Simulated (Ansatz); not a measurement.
TaS2, DFT, PBE, norm-conserving pseudopotentials, Ansatz's default files, scalar-relativistic (Ansatz 0.2.0), on 1 thread of Arm Neoverse V2 (shared host).

Command: `ansatz run input.yaml --threads 1 --pin off --max-ram 3072MiB --backend cpu --events-out ev --progress --plain --runs-dir out`

```yaml
crystal:
  lattice:
    - [2.9303633171, 0.0, 0.0]
    - [-1.4651816585, 2.5377690749, 0.0]
    - [0.0, 0.0, 5.3429442382]
  atoms:
    - { symbol: Ta, position: [0.0, 0.0, 0.0] }
    - { symbol: S, position: [0.6666666667, 0.3333333333, 0.75428212] }
    - { symbol: S, position: [0.3333333333, 0.6666666667, 0.24571788] }
kpoints:
  mp_grid: { grid: [12, 12, 6] }
scf:
  occupations: { method: fermi_dirac, width: 0.05 }
hamiltonian:
  xc: pbe
  pseudopotentials: { kind: nc }
output:
  forces: true
  stress: true
  eigenvalues: true
  populations: true
```

Q: How large is the problem that the program sets up?

A: 100 irreducible k-points, 2877 plane waves at Γ, 24 bands.

Q: About how long does it take?

A: 21 s of wall time for 9 SCF iterations. Times on shared machines scatter by tens of per cent.
